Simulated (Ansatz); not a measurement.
Theory: Ansatz, DFT PBEsol, scalar-relativistic, plane waves, PAW.

Plane waves to 420 eV, a k mesh through Γ of 9×9×9 on the computed 4-atom cell and Gaussian smearing (0.02 eV); no spin polarisation.

```
CELL_PARAMETERS angstrom
1.39330 0.80442 4.54035
-1.39330 0.80442 4.54035
0.00000 -1.60884 4.54035
ATOMIC_POSITIONS crystal
Li 0.00000 0.00000 0.00000
H 0.50000 0.50000 0.50000
F 0.38631 0.38631 0.38631
F 0.61369 0.61369 0.61369
```

(1) Is this geometry at equilibrium? Which atom feels the largest force?

(2) Give all forces and the stress.

## Answers

(1) It isn't. Atom 3 (F) feels (0.00, 0.00, 6.93) eV/Å, 6.935 eV/Å in size, and symmetry-related atoms feel the same size.

(2)
```tsv
atom	Fx	Fy	Fz
Li1	0.000	0.000	0.000
H2	0.000	0.000	0.000
F3	0.000	0.000	6.935
F4	0.000	0.000	-6.935
```
Stress (GPa, compression positive):
```
 30.27   0.00   0.00
  0.00  30.27   0.00
  0.00   0.00 -21.68
```